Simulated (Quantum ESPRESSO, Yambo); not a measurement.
## BN (Qingsongite): G0W0 in Yambo against the bands

How does the gap of BN (Qingsongite) converge in the bands?

Program: Yambo 5.3.0. Level of theory: PBE and many-body steps on it, plane waves. Results are calculated unless marked as measured.

Most raw output is cut from this account.

## (1) Starting point

The structure is cubic, space group F-43m (No. 216). Conventional cell: a = 3.615 Å, b = 3.615 Å, c = 3.615 Å, α = 90.00°, β = 90.00°, γ = 90.00°. B has 4 N at 1.57 Å nearest. Nearest to N lie 4 B at 1.57 Å. Farther neighbours and most contacts between anions are not listed.

Structure file:

```xyz
2
Lattice="0.0000 1.8075 1.8075 1.8075 0.0000 1.8075 1.8075 1.8075 0.0000" Properties=species:S:1:pos:R:3 pbc="T T T"
B     0.0000    0.0000    0.0000
N     0.9037    0.9038    0.9037
```

The cell and positions come from the Crystallography Open Database and are kept as given unless a step says otherwise.

## (2) 12 bands

This step: Yambo 5.3.0; G0W0 on PBE, plane waves, norm-conserving pseudopotentials.

Now the one-shot GW correction: screening in the RPA, then the self-energy of the levels asked for.

gw1.in

```
HF_and_locXC
gw0
dyson
ppa
em1d
rim_cut
RandQpts= 1000000
RandGvec= 1 RL
EXXRLvcs= 72 Ry
VXCRLvcs= 288 Ry
Chimod= "HARTREE"
% BndsRnXp
 1 | 12 |
%
NGsBlkXp= 15.5 Ry
% LongDrXp
 1 | 1 | 1 |
%
% GbndRnge
 1 | 12 |
%
DysSolver= "n"
ExtendOut
PPAPntXp= 27.21138 eV
% QPkrange
 1 | 1 | 3 | 6 |
 13 | 13 | 3 | 6 |
%
```

Command:

```
$ OMP_NUM_THREADS=1 mpirun -n 8 yambo -F gw1.in -J gw1 -C gw1 > gw1.log
```

It took 6.4 s on 8 MPI ranks of Arm Neoverse V1, shared host; peak memory 2.2 GiB; 40 s of CPU time.

Numbers from this step:

```
G0W0 gap on the points computed              : 5.940 eV
starting gap on the mesh                     : 4.535 eV
k of the valence top                         : 0, 0, 0
k of the conduction bottom                   : 0, -0.5, -0.5
least direct G0W0 gap on the computed points : 11.09 eV
Z at the valence top                         : 0.8342
Z at the conduction bottom                   : 0.8612
```

The gap on the mesh goes from 4.53 eV to 5.94 eV, a correction of +1.41 eV.

## (3) 21 bands

gw2.in, as its differences from gw1.in of step 2:

```diff
@@ -12,3 +12,3 @@
 % BndsRnXp
- 1 | 12 |
+ 1 | 21 |
 %
@@ -19,3 +19,3 @@
 % GbndRnge
- 1 | 12 |
+ 1 | 21 |
 %
```

Command:

```
$ OMP_NUM_THREADS=1 mpirun -n 8 yambo -F gw2.in -J gw2 -C gw2 > gw2.log
```

The job ended after 7.7 s (8 MPI ranks; peak memory 2 GiB).

This step gave:

| Item | Value |
| --- | --- |
| G0W0 gap on the points computed | 5.870 eV |
| starting gap on the mesh | 4.535 eV |
| k of the valence top | 0, 0, 0 |
| k of the conduction bottom | 0, -0.5, -0.5 |
| least direct G0W0 gap on the computed points | 10.92 eV |
| Z at the valence top | 0.8312 |
| Z at the conduction bottom | 0.8570 |

Against the run before, the gap moves by −0.070 eV.

## (4) 39 bands

gw3.in, as its differences from gw2.in of step 3:

```diff
@@ -12,3 +12,3 @@
 % BndsRnXp
- 1 | 21 |
+ 1 | 39 |
 %
@@ -19,3 +19,3 @@
 % GbndRnge
- 1 | 21 |
+ 1 | 39 |
 %
```

Command:

```
$ OMP_NUM_THREADS=1 mpirun -n 8 yambo -F gw3.in -J gw3 -C gw3 > gw3.log
```

The job ended after 11 s (8 MPI ranks; peak memory 2.1 GiB).

Numbers from this step:

| Property | Result |
| --- | --- |
| G0W0 gap on the points computed | 5.915 eV |
| starting gap on the mesh | 4.535 eV |
| k of the valence top | 0, 0, 0 |
| k of the conduction bottom | 0, -0.5, -0.5 |
| least direct G0W0 gap on the computed points | 10.87 eV |

Against the run before, the gap moves by +0.045 eV.

## (5) 68 bands

gw4.in, as its differences from gw3.in of step 4:

```diff
@@ -12,3 +12,3 @@
 % BndsRnXp
- 1 | 39 |
+ 1 | 68 |
 %
@@ -19,3 +19,3 @@
 % GbndRnge
- 1 | 39 |
+ 1 | 68 |
 %
```

Command:

```
$ OMP_NUM_THREADS=1 mpirun -n 8 yambo -F gw4.in -J gw4 -C gw4 > gw4.log
```

The job ended after 16 s (8 MPI ranks; peak memory 2.2 GiB; 1.9 min of CPU time).

This step gave:

| Quantity | Value |
| --- | --- |
| G0W0 gap on the points computed | 5.973 eV |
| starting gap on the mesh | 4.535 eV |
| k of the valence top | 0, 0, 0 |
| k of the conduction bottom | 0, -0.5, -0.5 |
| least direct G0W0 gap on the computed points | 10.89 eV |

Against the run before, the gap moves by +0.058 eV.

## (6) 103 bands

gw5.in, as its differences from gw4.in of step 5:

```diff
@@ -12,3 +12,3 @@
 % BndsRnXp
- 1 | 68 |
+ 1 | 103 |
 %
@@ -19,3 +19,3 @@
 % GbndRnge
- 1 | 68 |
+ 1 | 103 |
 %
```

Command:

```
$ OMP_NUM_THREADS=1 mpirun -n 8 yambo -F gw5.in -J gw5 -C gw5 > gw5.log
```

Wall time 22 s (8 MPI ranks); peak memory 2.4 GiB; 2.8 min of CPU time.

Numbers from this step:

```yaml
g0w0_gap_on_the_points_computed: 6.002 eV
starting_gap_on_the_mesh: 4.535 eV
k_of_the_valence_top: 0, 0, 0
k_of_the_conduction_bottom: 0, -0.5, -0.5
least_direct_g0w0_gap_on_the_computed_points: 10.91 eV
```

Against the run before, the gap moves by +0.029 eV.

## (7) 143 bands

gw6.in, as its differences from gw5.in of step 6:

```diff
@@ -12,3 +12,3 @@
 % BndsRnXp
- 1 | 103 |
+ 1 | 143 |
 %
@@ -19,3 +19,3 @@
 % GbndRnge
- 1 | 103 |
+ 1 | 143 |
 %
```

Command:

```
$ OMP_NUM_THREADS=1 mpirun -n 8 yambo -F gw6.in -J gw6 -C gw6 > gw6.log
```

Wall time 28 s (8 MPI ranks); peak memory 2.5 GiB; 3.5 min of CPU time.

This step gave:

* G0W0 gap on the points computed: 6.017 eV
* starting gap on the mesh: 4.535 eV
* k of the valence top: 0, 0, 0
* k of the conduction bottom: 0, -0.5, -0.5
* least direct G0W0 gap on the computed points: 10.92 eV

Against the run before, the gap moves by +0.015 eV.

## (8) Side by side

Times are wall times on 8 MPI ranks of Arm Neoverse V1, shared host, good to a factor of about two.

```csv
run,mesh,bands,screening cutoff (eV),DFT gap (eV),gap on the mesh (eV),direct (eV),time
12 bands,6×6×6,12,210.9,4.535,5.940,11.094,6.4 s
21 bands,6×6×6,21,210.9,4.535,5.870,10.916,7.7 s
39 bands,6×6×6,39,210.9,4.535,5.915,10.874,11 s
68 bands,6×6×6,68,210.9,4.535,5.973,10.893,16 s
103 bands,6×6×6,103,210.9,4.535,6.002,10.909,22 s
143 bands,6×6×6,143,210.9,4.535,6.017,10.918,28 s
```

## (9) What came out

```yaml
12_bands: 5.940 eV
21_bands: 5.870 eV
39_bands: 5.915 eV
68_bands: 5.973 eV
103_bands: 6.002 eV
143_bands: 6.017 eV
known_limits: not at the basis limit; coarse k mesh
```

The setting moved: bands. From 12 bands to 143 bands the gap moves by +0.08 eV, for 4.3 times the time, not steadily: it passes through 5.87 eV. The last step still moves it by +0.015 eV. Bands and screening cutoff are coupled, so a series along one setting does not show full convergence. Bands and cutoff are finite, so the gap is not at the basis limit. The miss can reach some tenths of an eV and take either sign; the mesh is an error of its own. In the G0W0 runs levels were corrected at 2 k points alone, so a gap called «on the mesh» is the least over those, and an edge elsewhere would be missed. The 6×6×6 mesh is coarse for this cell, which bears on the long-range parts of exchange and screening.

[Paths, hosts, dates, memory and timing lines, banners, echoed tables and standing remarks are left out of the program output.]

[Logs are printed without paths, hosts, clocks, repeated set-up lines and the standing remarks that a program may print on its own settings, such as how far it seeks lower states.]

[Runs of the session that timed out or met a known fault of the program may be left out.]

[Hosts, paths, dates, database ids (printed as entryN), source tags and the programs' standing remarks are cut or masked in the printed files.]
